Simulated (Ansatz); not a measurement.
Runs of Ansatz 0.2.0 on Pt. It takes space group P6_3/mmc (No. 194, hexagonal). The conventional cell has a = 2.761 Å, b = 2.761 Å, c = 4.792 Å, α = 90.00°, β = 90.00°, γ = 120.00°. Pt (site symmetry -6m2) is surrounded by 12 Pt at 2.76 to 2.88 Å. This isn't the form of Pt at room conditions, which is fcc.

```csv
task,spin,cell,points for each segment of the path,target pressure (GPa),gap on the mesh (eV),pressure (GPa)
band structure,off,as given,14,-,none,-0.6
relaxation of cell and atoms,off,relaxed,-,0,none,0.0
relaxation of cell and atoms,off,relaxed to 10 GPa,-,10,none,10.0
band structure,"SOC, no magnetisation",as given,14,-,none,(a)
relaxation of cell and atoms,off,relaxed to 20 GPa,-,20,none,20.0
relaxation of cell and atoms,off,relaxed to 5 GPa,-,5,none,5.0
relaxation of cell and atoms,off,relaxed to 30 GPa,-,30,none,30.0
relaxation of cell and atoms,off,relaxed to 2 GPa,-,2,none,2.0
```

Alike in all rows: level PBE; potentials or basis Ansatz PAW; k mesh 11 × 11 × 6; cutoff (eV) 420; smearing fermi-dirac 0.05 eV.

Q: Fill in the values left out.

A: (a) -0.2.

Caveats: the plane-wave basis is chosen anew once the cell has moved, so the energies of steps on either side of that aren't comparable (some runs); spin-orbit coupling is left out, which moves the levels of the heavy elements (some runs).

A k mesh can miss the band edges, and rows without SOC leave out spin-orbit coupling on Pt.

A gap of «none» marks a metal or a gap under the smearing width.
